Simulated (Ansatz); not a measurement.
# Pt(111) with 4 layers of random Pt-Au, 2x2: scattering by chemical disorder

How strongly does chemical disorder scatter in Pt(111) with 4 layers of random Pt-Au, 2x2?

Method: Ansatz plane-wave DFT, PBE, PAW files; ballistic transport by layer matching (Landauer), zero bias; PAW set soft_1, in Ansatz 0.2.0.

### 1. Set-up

The cell holds 40 atoms: 32 Pt and 8 Au. Its edges and angles: a = 5.546 Å, b = 5.546 Å, c = 22.699 Å, α = 93.5°, β = 86.5°, γ = 120.0°. It derives from Pt. Regions: lead, 24 atoms (24 Pt); scattering region, 16 atoms (8 Au and 8 Pt). The structure is stacked along c, and the current runs across the ab planes.

### 2. With 4 alloy layers

In 4 layers a share of 0.5 of the sites is given to Au at random. The layers about the cell's end stay perfect and serve as the lead. Disorder leaves little or no symmetry, which makes such runs dear. Energies from -0.05 to 0.05 eV in steps of 0.05 eV are too few for the program's thermal sum, so it prints no conductance; for a metal the transmission near the Fermi level serves, at a fraction of the cost.

The input, input.yaml:

```yaml
crystal:
  lattice:
    - [5.5462627489, 0.0, 0.0]
    - [-2.7731313745, 4.8032044366, 0.0]
    - [1.3865656872, -0.8005340728, 22.6425228571]
  atoms:
    - { symbol: Pt, position: [0.9916666667, 0.0083333333, 0.05] }
    - { symbol: Pt, position: [0.9916666667, 0.5083333333, 0.05] }
    - { symbol: Pt, position: [0.4916666667, 0.0083333333, 0.05] }
    - { symbol: Pt, position: [0.4916666667, 0.5083333333, 0.05] }
    - { symbol: Pt, position: [0.1416666667, 0.3583333333, 0.15] }
    - { symbol: Pt, position: [0.1416666667, 0.8583333333, 0.15] }
    - { symbol: Pt, position: [0.6416666667, 0.3583333333, 0.15] }
    - { symbol: Pt, position: [0.6416666667, 0.8583333333, 0.15] }
    - { symbol: Pt, position: [0.2916666667, 0.2083333333, 0.25] }
    - { symbol: Pt, position: [0.2916666667, 0.7083333333, 0.25] }
    - { symbol: Pt, position: [0.7916666667, 0.2083333333, 0.25] }
    - { symbol: Pt, position: [0.7916666667, 0.7083333333, 0.25] }
    - { symbol: Au, position: [0.9416666667, 0.0583333333, 0.35] }
    - { symbol: Pt, position: [0.9416666667, 0.5583333333, 0.35] }
    - { symbol: Pt, position: [0.4416666667, 0.0583333333, 0.35] }
    - { symbol: Pt, position: [0.4416666667, 0.5583333333, 0.35] }
    - { symbol: Au, position: [0.0916666667, 0.4083333333, 0.45] }
    - { symbol: Pt, position: [0.0916666667, 0.9083333333, 0.45] }
    - { symbol: Au, position: [0.5916666667, 0.4083333333, 0.45] }
    - { symbol: Au, position: [0.5916666667, 0.9083333333, 0.45] }
    - { symbol: Au, position: [0.2416666667, 0.2583333333, 0.55] }
    - { symbol: Pt, position: [0.2416666667, 0.7583333333, 0.55] }
    - { symbol: Pt, position: [0.7416666667, 0.2583333333, 0.55] }
    - { symbol: Pt, position: [0.7416666667, 0.7583333333, 0.55] }
    - { symbol: Au, position: [0.8916666667, 0.1083333333, 0.65] }
    - { symbol: Au, position: [0.8916666667, 0.6083333333, 0.65] }
    - { symbol: Pt, position: [0.3916666667, 0.1083333333, 0.65] }
    - { symbol: Au, position: [0.3916666667, 0.6083333333, 0.65] }
    - { symbol: Pt, position: [0.0416666667, 0.4583333333, 0.75] }
    - { symbol: Pt, position: [0.0416666667, 0.9583333333, 0.75] }
    - { symbol: Pt, position: [0.5416666667, 0.4583333333, 0.75] }
    - { symbol: Pt, position: [0.5416666667, 0.9583333333, 0.75] }
    - { symbol: Pt, position: [0.1916666667, 0.3083333333, 0.85] }
    - { symbol: Pt, position: [0.1916666667, 0.8083333333, 0.85] }
    - { symbol: Pt, position: [0.6916666667, 0.3083333333, 0.85] }
    - { symbol: Pt, position: [0.6916666667, 0.8083333333, 0.85] }
    - { symbol: Pt, position: [0.8416666667, 0.1583333333, 0.95] }
    - { symbol: Pt, position: [0.8416666667, 0.6583333333, 0.95] }
    - { symbol: Pt, position: [0.3416666667, 0.1583333333, 0.95] }
    - { symbol: Pt, position: [0.3416666667, 0.6583333333, 0.95] }
kpoints:
  mp_grid: { grid: [5, 5, 1] }
hamiltonian:
  xc: pbe
  pseudopotentials: { kind: paw, azcp: { folder: soft_1 } }
scf:
  occupations: { method: fermi_dirac, width: 0.1 }
output:
  transmission:
    leads: [[0, 4]]
    kmesh: [10, 10]
    e_range: [-0.05, 0.05]
    de: 0.05
  write_potential: true
  write_density: true
  volumetric_format: npy
```

Command:

```
$ ansatz run input.yaml --threads 8 --pin off --max-ram 15360MiB --backend cpu --events-out ev --progress --plain --runs-dir out
```

Numbers of over 12 decimals in the logs are rounded to 6 here.

Output:

```text
Engine: ansatz 0.2.0, x86_64-unknown-linux-gnu
Pseudopotentials: kind: paw
Pseudopotential: Pt, paw, valence charge 18, recommended cutoff 420 eV (normal), soft_1/Pt.paw.azcp
Pseudopotential: Au, paw, valence charge 19, recommended cutoff 420 eV (normal), soft_1/Au.paw.azcp
Functional definition: PBE
  parameter kappa = 0.804
  parameter beta = 0.066725
  exchange = pbe_x(kappa = kappa, mu = beta*pi^2/3)
  correlation = pbe_c(beta = beta)
Crystal: 40 atoms, lattice volume = 603.193 Å³
Basis set: ecut = 420 eV, 11827 PW (Γ)
Bands: 437, of which v1, the nominal top of the filled ones, is band 364 counted from 1 (363 counted from 0)
Symmetry: 1 space group operations
Space group: P1 (ITA 1), of the structure as read, at distance tolerance 8.4e-5 Å
k-points: 13 of 25 (time reversal used)
Non-local potential: Pt, projectors of the file, l = 0: 3, l = 1: 2, l = 2: 2, l = 3: 1
Non-local potential: Au, projectors of the file, l = 0: 3, l = 1: 2, l = 2: 2, l = 3: 1
PAW form: soft (Blöchl's): semilocal exchange-correlation on the pseudo side does not see the compensation charge
PAW one-centre angular grid: Pt, 590 points (default); XC on 64 Gauss nodes
PAW one-centre angular grid: Au, 590 points (default); XC on 64 Gauss nodes
Initial density: superposition of atomic densities (chi_scale 0.1, normalization cell, long waves of neutral atoms (reshape's long-wave potential 7.59 eV rms, cloud 2.72 Å wide))
Initial wavefunctions: pseudopotential atomic-orbital guess
Functional: x = pbe(κ = 0.804, μ = 0.219515), c = pbe(β = 0.066725)
SCF iter   1: F=—  HF=-506026.650425 eV  |F-HF|=—  |Δ(HF+E_count)|=         —  Δρ=1.43e-1  dr2=1.10e3  ethr=3.10e-3  ⟨swp⟩=4.5  Hψ=16872  notcnv=0  defer=225
preconditioner: auto → Kerker (q_TF=auto, 2.815 Å⁻¹)  [metal: Δε(μ)=0.007 eV  Ē_g=9.095 eV  σ=0.100 eV  W_gap=0.02  n_scr=250 (ndim 8)  ℏωp=30.5 eV  f_vac=0.000  D(μ)=48.88/eV (n_scr^D=580)]
SCF iter   2: F=—  HF=-506007.140761 eV  |F-HF|=—  |Δ(HF+E_count)|=    1.95e1  Δρ=7.21e-2  dr2=3.31e2  ethr=3.10e-3  ⟨swp⟩=2.0  Hψ=8791  notcnv=0  defer=545
SCF iter   3: F=—  HF=-505998.953285 eV  |F-HF|=—  |Δ(HF+E_count)|=    8.19e0  Δρ=2.02e-2  dr2=6.19e1  ethr=3.10e-3  ⟨swp⟩=2.6  Hψ=8313  notcnv=0  defer=545
SCF iter   4: F=—  HF=-505998.044680 eV  |F-HF|=—  |Δ(HF+E_count)|=   9.09e-1  Δρ=1.12e-2  dr2=2.66e1  ethr=3.10e-3  ⟨swp⟩=1.0  Hψ=6539  notcnv=0  defer=545
SCF iter   5: F=—  HF=-505997.682427 eV  |F-HF|=—  |Δ(HF+E_count)|=   3.62e-1  Δρ=7.49e-3  dr2=1.01e1  ethr=3.10e-3  ⟨swp⟩=1.0  Hψ=5112  notcnv=0  defer=545
SCF iter   6: F=—  HF=-505997.551086 eV  |F-HF|=—  |Δ(HF+E_count)|=   1.31e-1  Δρ=3.89e-3  dr2=2.60e0  ethr=1.39e-3  ⟨swp⟩=1.0  Hψ=5112  notcnv=0  defer=553
SCF iter   7: F=—  HF=-505997.513012 eV  |F-HF|=—  |Δ(HF+E_count)|=   3.81e-2  Δρ=7.67e-4  dr2=7.59e-2  ethr=3.57e-4  ⟨swp⟩=1.2  Hψ=5662  notcnv=0  defer=565
SCF iter   8: F=—  HF=-505997.512209 eV  |F-HF|=—  |Δ(HF+E_count)|=   8.03e-4  Δρ=2.07e-4  dr2=1.50e-3  ethr=1.04e-5  ⟨swp⟩=1.0  Hψ=5995  notcnv=0  defer=567
SCF iter   9: F=—  HF=-505997.512114 eV  |F-HF|=—  |Δ(HF+E_count)|=   9.58e-5  Δρ=5.81e-5  dr2=4.71e-4  ethr=2.06e-7  ⟨swp⟩=1.2  Hψ=5152  notcnv=0  defer=567
SCF iter  10: F=—  HF=-505997.512113 eV  |F-HF|=—  |Δ(HF+E_count)|=   4.49e-7  Δρ=1.73e-5  dr2=2.07e-5  ethr=6.47e-8  ⟨swp⟩=1.0  Hψ=5110  notcnv=0  defer=567
SCF iter  11: F=—  HF=-505997.510991 eV  |F-HF|=—  |Δ(HF+E_count)|=   1.12e-3  Δρ=4.13e-6  dr2=9.12e-7  ethr=2.85e-9  ⟨swp⟩=1.0  Hψ=5150  notcnv=0  defer=567
SCF iter  12: F=—  HF=-505997.510991 eV  |F-HF|=—  |Δ(HF+E_count)|=   6.58e-9  Δρ=1.41e-6  dr2=1.93e-7  ethr=1.25e-10  ⟨swp⟩=1.1  Hψ=5199  notcnv=0  defer=567
SCF iter  13: F=-505997.510991 eV  HF=-505997.510991 eV  |F-HF|=2.18e-8  |Δ(HF+E_count)|=   2.04e-9  Δρ=4.33e-7  dr2=2.25e-8  ethr=1.37e-11  ⟨swp⟩=9.7  Hψ=20486  notcnv=0
SCF 1 converged in 13 iterations: F = -505997.510991 eV  dr2 = 2.25e-8
  greatest PAW one-centre occupation: 1.000 electrons in one spin orbital (limit 2), on the Au atom at site 20 (counted from 0), in its partial waves of l = 0
transmission: 212 of 2080 steps passed
transmission: 420 of 2080 steps passed
[...]
transmission: 2080 of 2080 steps passed
SCF converged after 13 iterations
Free energy (F): -505997.510991 eV
Harris-Foulkes:  -505997.510991 eV  (|F-HF|=2.18e-8)
Internal energy: -505995.695205 eV  (E = F + TS)
E sigma→0 (E₀):  -505996.603098 eV
Entropy (-TS):   -1.815786 eV (-45.395 meV/atom)
Fermi energy:    23.444186 eV
--- Per-component energies (eV) ---
  E_band       = -5304.192967
  E_kinetic    = 23777.011400
  E_local      = -58075.528246  (includes V_loc(G=0)·N_el)
  E_nonlocal   = 7309.304656
  E_hartree    = 22910.030062
  E_xc         = -9180.324672
  E_vxc        = -10808.526333  (∫ρ·V_xc dr)
  E_paw        = -381336.749629  (= ΣΔE_a)
  E_vpaw       = -13326.560506  (= ΣTr[D̂ρ^β])
  E_aug_tail   = 0.048894  (compensation charges beyond the density's cutoff)
  E_ewald      = -111399.487669
  E_smearing   = -1.815786  (= −TS)
  E_closure    = -0.000000  (closes the sum)
  Σ components = -505997.510991   (vs F -505997.510991, Δ=0.00e0)
--- Band table (eV; the first three rows and the last of 13) ---
  k-point 0: bands = [... 360 lower, 23.6593, 23.6682, 23.7275, 23.7429, 23.7493, 23.7782, 23.8278, 23.8496, ... 69 higher]
  k-point 1: bands = [... 360 lower, 23.3739, 23.4028, 23.4284, 23.4513, 23.5054, 23.5645, 23.6024, 23.6524, ... 69 higher]
  k-point 2: bands = [... 360 lower, 23.3242, 23.3718, 23.4342, 23.4552, 23.4894, 23.5099, 23.5659, 23.5715, ... 69 higher]
  k-point 12: bands = [... 360 lower, 23.3079, 23.3207, 23.3713, 23.4155, 23.4399, 23.4536, 23.4757, 23.5181, ... 69 higher]
--- Transmission ---
  basis      : 241 plane waves across, 40 finite elements along
  points     : 52, standing for a mesh of 10 x 10
  energies   : 3 from -0.050000 to 0.050000 eV about the Fermi level, 0.050000 eV apart; the leads are filled to 0.000000 eV, and channels, transmission and decay are at 0.000000 eV
  crystal 0  : Pt4, at the sites [0, 4], period 2.2643 Å, over 13.59 Å; its Hamiltonian steps by up to 20.7 meV
    offset         : up to 0.0000 Å between an atom of the period and one for which it stands
    channels       : 6.890000e0 a spin
    conductance    : none, the energies end too early or step too widely for 300 K: set another output.transmission.e_range or a lower de, or, where they end at an eighth of basis.ecutwfc, a higher one
  junction   : crystal 0 to crystal 0, 0.70 to 21.08 Å
    transmission   : 2.730270e0 a spin
    conductance    : none, the energies end too early or step too widely for 300 K: set another output.transmission.e_range or a lower de, or, where they end at an eighth of basis.ecutwfc, a higher one
```

Wall time 2.3 min (8 threads of Intel Xeon 6975P-C (Granite Rapids), shared host); peak memory 9.3 GiB.

In the SCF lines HF is the Harris–Foulkes energy and dr2 the Hartree energy of the density residual, in eV; the loop may stop once dr2 is under the threshold and the program's other checks hold. Hψ counts applications of the Hamiltonian.

This step gave:

```
free energy                                    : -505997.5110 eV
energy at zero smearing                        : -505996.6031 eV
Fermi energy                                   : 23.44 eV
cell area                                      : 26.64 Å²
transmission per spin nearest the Fermi level  : 2.730
open channels per spin nearest the Fermi level : 6.89
step of the lead's potential                   : 20.7 meV
```

Per spin. The transmission, zone mean by energy, zero at the Fermi level:

```
energy (eV)  transmission, zone mean
    -0.0500                     2.75
     0.0000                     2.73
     0.0500                     2.63
```

Per spin. Table of open channels, zone mean, lead by energy, zero at the Fermi level:

```
energy (eV)  open channels, zone mean, lead
    -0.0500                             7.1
     0.0000                            6.89
     0.0500                            6.21
```

Transmission over k1 and k2. At 0.0000 eV from the Fermi level.

Ten even steps from '0' (1.60) to '9' (3.65):
```
5444464242
3455675445
4669597543
6665653656
6668606866
6656356566
4345795966
3544576554
5242464444
4544444445
```
Columns: k1 (b1) from -0.5 to 0.4; rows upwards: k2 (b2) from -0.5 to 0.4.

Open channels over k1 and k2. At 0.0000 eV from the Fermi level.

Ten even steps from '_' (3.0) to '@' (10.0):
```
@@##======##@@..__..
====##++++##====____
====++%%..%%++====..
@@==++..%%%%..++==@@
@@####%%%%::%%%%####
@@@@==++..%%%%..++==
==..====++%%..%%++==
==____====##++++##==
@@..__..@@##======##
@@@@====@@@@@@====@@
```
Columns: k1 (b1) from -0.5 to 0.4; rows upwards: k2 (b2) from -0.5 to 0.4.

Over the solved energies the transmission per spin lies between 2.63 and 2.75, out of 6.73 channels of the lead on average (up to 7.1).

### 3. With 8 alloy layers

In 8 layers a share of 0.5 of the sites is given to Au at random. A fresh draw is used; the growth of the resistance with length is what counts.

System of this step: Pt(111) with 8 layers of random Pt-Au, 2x2. The cell holds 56 atoms: 40 Pt and 16 Au. Cell: a = 5.546 Å, b = 5.546 Å, c = 31.740 Å, α = 87.5°, β = 92.5°, γ = 120.0°. It derives from Pt. Regions: lead, 24 atoms (24 Pt); scattering region, 32 atoms (16 Pt and 16 Au). The structure is stacked along c, and the current runs across the ab planes.

The input, input.yaml:

```yaml
crystal:
  lattice:
    - [5.5462627489, 0.0, 0.0]
    - [-2.7731313745, 4.8032044366, 0.0]
    - [-1.3865656872, 0.8005340728, 31.6995319999]
  atoms:
    - { symbol: Pt, position: [0.005952381, 0.994047619, 0.0357142857] }
    - { symbol: Pt, position: [0.005952381, 0.494047619, 0.0357142857] }
    - { symbol: Pt, position: [0.505952381, 0.994047619, 0.0357142857] }
    - { symbol: Pt, position: [0.505952381, 0.494047619, 0.0357142857] }
    - { symbol: Pt, position: [0.1845238095, 0.3154761905, 0.1071428571] }
    - { symbol: Pt, position: [0.1845238095, 0.8154761905, 0.1071428571] }
    - { symbol: Pt, position: [0.6845238095, 0.3154761905, 0.1071428571] }
    - { symbol: Pt, position: [0.6845238095, 0.8154761905, 0.1071428571] }
    - { symbol: Pt, position: [0.3630952381, 0.1369047619, 0.1785714286] }
    - { symbol: Pt, position: [0.3630952381, 0.6369047619, 0.1785714286] }
    - { symbol: Pt, position: [0.8630952381, 0.1369047619, 0.1785714286] }
    - { symbol: Pt, position: [0.8630952381, 0.6369047619, 0.1785714286] }
    - { symbol: Pt, position: [0.0416666667, 0.9583333333, 0.25] }
    - { symbol: Pt, position: [0.0416666667, 0.4583333333, 0.25] }
    - { symbol: Pt, position: [0.5416666667, 0.9583333333, 0.25] }
    - { symbol: Au, position: [0.5416666667, 0.4583333333, 0.25] }
    - { symbol: Au, position: [0.2202380952, 0.2797619048, 0.3214285714] }
    - { symbol: Pt, position: [0.2202380952, 0.7797619048, 0.3214285714] }
    - { symbol: Au, position: [0.7202380952, 0.2797619048, 0.3214285714] }
    - { symbol: Pt, position: [0.7202380952, 0.7797619048, 0.3214285714] }
    - { symbol: Au, position: [0.3988095238, 0.1011904762, 0.3928571429] }
    - { symbol: Au, position: [0.3988095238, 0.6011904762, 0.3928571429] }
    - { symbol: Pt, position: [0.8988095238, 0.1011904762, 0.3928571429] }
    - { symbol: Au, position: [0.8988095238, 0.6011904762, 0.3928571429] }
    - { symbol: Pt, position: [0.0773809524, 0.9226190476, 0.4642857143] }
    - { symbol: Pt, position: [0.0773809524, 0.4226190476, 0.4642857143] }
    - { symbol: Pt, position: [0.5773809524, 0.9226190476, 0.4642857143] }
    - { symbol: Au, position: [0.5773809524, 0.4226190476, 0.4642857143] }
    - { symbol: Au, position: [0.255952381, 0.244047619, 0.5357142857] }
    - { symbol: Au, position: [0.255952381, 0.744047619, 0.5357142857] }
    - { symbol: Au, position: [0.755952381, 0.244047619, 0.5357142857] }
    - { symbol: Au, position: [0.755952381, 0.744047619, 0.5357142857] }
    - { symbol: Pt, position: [0.4345238095, 0.0654761905, 0.6071428571] }
    - { symbol: Pt, position: [0.4345238095, 0.5654761905, 0.6071428571] }
    - { symbol: Au, position: [0.9345238095, 0.0654761905, 0.6071428571] }
    - { symbol: Au, position: [0.9345238095, 0.5654761905, 0.6071428571] }
    - { symbol: Au, position: [0.1130952381, 0.8869047619, 0.6785714286] }
    - { symbol: Pt, position: [0.1130952381, 0.3869047619, 0.6785714286] }
    - { symbol: Pt, position: [0.6130952381, 0.8869047619, 0.6785714286] }
    - { symbol: Pt, position: [0.6130952381, 0.3869047619, 0.6785714286] }
    - { symbol: Pt, position: [0.2916666667, 0.2083333333, 0.75] }
    - { symbol: Pt, position: [0.2916666667, 0.7083333333, 0.75] }
    - { symbol: Au, position: [0.7916666667, 0.2083333333, 0.75] }
    - { symbol: Au, position: [0.7916666667, 0.7083333333, 0.75] }
    - { symbol: Pt, position: [0.4702380952, 0.0297619048, 0.8214285714] }
    - { symbol: Pt, position: [0.4702380952, 0.5297619048, 0.8214285714] }
    - { symbol: Pt, position: [0.9702380952, 0.0297619048, 0.8214285714] }
    - { symbol: Pt, position: [0.9702380952, 0.5297619048, 0.8214285714] }
    - { symbol: Pt, position: [0.1488095238, 0.8511904762, 0.8928571429] }
    - { symbol: Pt, position: [0.1488095238, 0.3511904762, 0.8928571429] }
    - { symbol: Pt, position: [0.6488095238, 0.8511904762, 0.8928571429] }
    - { symbol: Pt, position: [0.6488095238, 0.3511904762, 0.8928571429] }
    - { symbol: Pt, position: [0.3273809524, 0.1726190476, 0.9642857143] }
    - { symbol: Pt, position: [0.3273809524, 0.6726190476, 0.9642857143] }
    - { symbol: Pt, position: [0.8273809524, 0.1726190476, 0.9642857143] }
    - { symbol: Pt, position: [0.8273809524, 0.6726190476, 0.9642857143] }
kpoints:
  mp_grid: { grid: [5, 5, 1] }
hamiltonian:
  xc: pbe
  pseudopotentials: { kind: paw, azcp: { folder: soft_1 } }
scf:
  occupations: { method: fermi_dirac, width: 0.1 }
output:
  transmission:
    leads: [[0, 4]]
    kmesh: [10, 10]
    e_range: [-0.05, 0.05]
    de: 0.05
  write_potential: true
  write_density: true
  volumetric_format: npy
```

Output:

```text
[...]
Crystal: 56 atoms, lattice volume = 844.470 Å³
Basis set: ecut = 420 eV, 16521 PW (Γ)
Bands: 615, of which v1, the nominal top of the filled ones, is band 512 counted from 1 (511 counted from 0)
Symmetry: 1 space group operations
[...]
k-points: 13 of 25 (time reversal used)
[...]
SCF iter   1: F=—  HF=-711444.878252 eV  |F-HF|=—  |Δ(HF+E_count)|=         —  Δρ=1.40e-1  dr2=1.81e3  ethr=3.10e-3  ⟨swp⟩=4.0  Hψ=23734  notcnv=0  defer=328
[...]
SCF iter  19: F=-711402.478777 eV  HF=-711402.478777 eV  |F-HF|=1.85e-8  |Δ(HF+E_count)|=   2.68e-9  Δρ=3.47e-7  dr2=1.94e-8  ethr=9.77e-12  ⟨swp⟩=10.2  Hψ=29634  notcnv=0
SCF 1 converged in 19 iterations: F = -711402.478777 eV  dr2 = 1.94e-8
[...]
transmission: 297 of 2912 steps passed
transmission: 588 of 2912 steps passed
[...]
transmission: 2912 of 2912 steps passed
SCF converged after 19 iterations
Free energy (F): -711402.478777 eV
[...]
Internal energy: -711400.232465 eV  (E = F + TS)
E sigma→0 (E₀):  -711401.355621 eV
Entropy (-TS):   -2.246312 eV (-40.113 meV/atom)
Fermi energy:    23.473867 eV
[...]
--- Band table (eV; the first three rows and the last of 13) ---
  k-point 0: bands = [... 508 lower, 23.6784, 23.6834, 23.6939, 23.7281, 23.7527, 23.7689, 23.7819, 23.7890, ... 99 higher]
  k-point 1: bands = [... 508 lower, 23.4203, 23.4465, 23.4852, 23.5048, 23.5270, 23.5605, 23.5914, 23.6495, ... 99 higher]
  k-point 2: bands = [... 508 lower, 23.3984, 23.4613, 23.4778, 23.5096, 23.5237, 23.5697, 23.5730, 23.6075, ... 99 higher]
  k-point 12: bands = [... 508 lower, 23.3151, 23.3540, 23.3849, 23.3963, 23.4301, 23.4575, 23.4839, 23.4969, ... 99 higher]
--- Transmission ---
  basis      : 241 plane waves across, 56 finite elements along
  points     : 52, standing for a mesh of 10 x 10
[...]
channels       : 6.850000e0 a spin
[...]
junction   : crystal 0 to crystal 0, 0.70 to 30.13 Å
    transmission   : 1.872242e0 a spin
[...]
```

It took 5.1 min on 8 threads; peak memory 8.9 GiB; 32 min of CPU time.

Numbers from this step:

```yaml
free_energy: -711402.4788 eV
energy_at_zero_smearing: -711401.3556 eV
fermi_energy: 23.47 eV
transmission_per_spin_nearest_the_fermi_level: 1.872
open_channels_per_spin_nearest_the_fermi_level: 6.85
step_of_the_lead_s_potential: 13.6 meV
```

Per spin. Table of transmission, zone mean by energy, zero at the Fermi level:

```
energy (eV)  transmission, zone mean
    -0.0500                     1.89
     0.0000                     1.87
     0.0500                     1.96
```

Over the solved energies the transmission per spin lies between 1.87 and 1.96, out of 6.73 channels of the lead on average (up to 7.14).

(Continued in part 2 of 2.)

[Logs are printed without paths, hosts, clocks, repeated set-up lines and the standing remarks that a program may print on its own settings, such as how far it seeks lower states.]

[Hosts, paths, dates, database ids (printed as entryN), source tags and the programs' standing remarks are cut or masked in the printed files.]
